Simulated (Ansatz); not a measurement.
RbBr: zone-centre modes at 21 GPa

Theory: DFT PBE, scalar-relativistic, plane waves, PAW in Ansatz. Cutoff 420 eV, 6×6×6 k-points (Γ-centred), fixed occupations. No spin polarisation. Phonons by linear response, acoustic sum rule imposed.

The cell, relaxed at 21 GPa:
```xyz
2
Lattice="3.5859 0.0000 0.0000 0.0000 3.5859 0.0000 0.0000 0.0000 3.5859" Properties=species:S:1:pos:R:3 pbc="T T T"
Rb    0.0000    0.0000    0.0000
Br    1.7930    1.7930    1.7930
```

Other phases may be more stable at this pressure. The run warned that the force constants aren't converged on this k mesh, so the frequencies and all that is formed from them are rough.

Problem. Give the high-frequency dielectric tensor ε∞.

Solution.
```
3.78 0.00 0.00
0.00 3.78 0.00
0.00 0.00 3.78
```

Problem. Give the Born effective charges.

Solution.
```csv
atom,Z*xx,Z*yy,Z*zz,mean
Rb (atom 1),1.22,1.22,1.22,1.22
Br (atom 2),-1.22,-1.22,-1.22,-1.22
```

Problem. How large is the static dielectric tensor with the ions free to move, and what share of it is ionic?

Solution.
```
4.9 0.0 0.0
0.0 4.9 0.0
0.0 0.0 4.9
```
The ions give 24 % of its trace.

This CsCl-type form isn't the usual stable structure of the compound at low pressure.